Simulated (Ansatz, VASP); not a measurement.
**Na: VASP beside Ansatz**

INCAR

```
SYSTEM = Na
PREC = Accurate ; ENCUT = 520
EDIFF = 1E-6 ; ISMEAR = 1
SIGMA = 0.1 ; LREAL = .False.
LASPH = .True. ; NELM = 80
ALGO = Normal ; ISIF = 2
LWAVE = .False. ; LCHARG = .True.
GGA = PE ; LELF = .True.
LVHAR = .True. ; NBANDS = 10
```

The input KPOINTS:

```
regular mesh
0
Gamma
  9 9 9
  0 0 0
```

The input POSCAR:

```
Na
1.0
    3.7810514169      0.0000000000      0.0000000000
   -1.2603504720      3.5648094627      0.0000000000
   -1.2603504720     -1.7824047307      3.0872155547
Na
1
Direct
    0.0000000000      0.0000000000      0.0000000000
```

input.yaml

```yaml
crystal:
  lattice:
    - [3.7810514169, 0.0, 0.0]
    - [-1.260350472, 3.5648094627, 0.0]
    - [-1.260350472, -1.7824047307, 3.0872155547]
  atoms:
    - { symbol: Na, position: [0.0, 0.0, 0.0] }
hamiltonian:
  xc: pbe
  pseudopotentials: { kind: paw }
kpoints:
  mp_grid: { grid: [9, 9, 9] }
scf:
  occupations: { method: methfessel_paxton, width: 0.1 }
output:
  forces: true
  stress: true
  eigenvalues: true
```

Alike in both runs: task single point; functional PBE; k mesh 9 × 9 × 9; occupations methfessel-paxton of order 1, width 0.1 eV; no spin polarisation.

|  | VASP | Ansatz |
| --- | --- | --- |
| version | VASP 6.6.1 | Ansatz 0.2.0 |
| potentials or method | VASP PAW PBE potentials, release 64 (Na_pv) | Ansatz PAW |
| plane-wave cutoff (eV) | 520 | 420 |
| valence electrons in the cell | 7 | 9 |

```tsv
	VASP	Ansatz	Ansatz less VASP
gap on the k mesh at the Fermi level (eV)	none	none	-
pressure (GPa)	-0.8	-0.8	+0.02
```

A gap of «none» marks a metal or a gap that the smearing closes. The two sets of potentials don't hold the same shells in valence.
